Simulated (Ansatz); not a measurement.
Wanted: the native input for an Ansatz 0.2.0 run.

```yaml
Task: single point
Functional: PBE
Potentials_or_basis: Ansatz PAW
Cutoff: "420 eV (not typed: the program's choice for these potentials)"
k_mesh: 7 × 7 × 1
Occupations: fermi-dirac, width 0.05 eV
Spin: no spin polarisation
Boundary_along_the_surface_normal: dipole_correction
Miller: "[0, 0, 1]"
Bulk_formula: HgS
```

The system is HgS, a slab with vacuum.

```xyz
8
Lattice="4.1964 0.0000 0.0000 -2.0982 3.6342 0.0000 0.0000 0.0000 26.1659" Properties=species:S:1:pos:R:3 pbc="T T T"
S     0.0000    2.4228    7.5000
Hg    2.0982    1.2114    8.3605
S     2.0982    1.2114   10.9351
Hg    0.0000    2.4228   11.7956
S     0.0000    2.4228   14.3703
Hg    2.0982    1.2114   15.2307
S     2.0982    1.2114   17.8054
Hg    0.0000    2.4228   18.6659
```

The cell isn't the ideal one: the (0 0 1) slab of HgS, cut from the database cell, not relaxed.

These files were run (other wordings do the same):

input.yaml

```yaml
crystal:
  lattice:
    - [4.1963562851, 0.0, 0.0]
    - [-2.0981781425, 3.6341511462, 0.0]
    - [0.0, 0.0, 26.1658557357]
  atoms:
    - { symbol: S, position: [0.33333333, 0.66666666, 0.2866330869] }
    - { symbol: Hg, position: [0.66666667, 0.33333334, 0.3195185338] }
    - { symbol: S, position: [0.66666667, 0.33333334, 0.41791588] }
    - { symbol: Hg, position: [0.33333333, 0.66666666, 0.4508013269] }
    - { symbol: S, position: [0.33333333, 0.66666666, 0.5491986731] }
    - { symbol: Hg, position: [0.66666667, 0.33333334, 0.58208412] }
    - { symbol: S, position: [0.66666667, 0.33333334, 0.6804814662] }
    - { symbol: Hg, position: [0.33333333, 0.66666666, 0.7133669131] }
hamiltonian:
  xc: pbe
  pseudopotentials: { kind: paw }
kpoints:
  mp_grid: { grid: [7, 7, 1] }
scf:
  occupations: { method: fermi_dirac, width: 0.05 }
output:
  forces: true
  eigenvalues: true
efield:
  axis: 3
  dipole_correction: true
  ramp_width: 0.04
```

Potentials or basis: Ansatz PAW.

Launch:

```sh
$ ansatz run input.yaml --threads 4 --pin off --max-ram 11264MiB --backend cpu --events-out ev --progress --plain --runs-dir out
```

Results of the run:

```
Largest force                   : 0.936 eV/Å
Band gap on the k mesh          : none (metal or under the smearing width)
Work function of the upper face : 3.44 eV
Work function of the lower face : 6.71 eV
Dipole across the slab          : 0.275 e·Å
```

Wall time 5.4 s on 4 threads of Arm Neoverse V1, with other jobs on the host, peak memory 0.83 GiB.
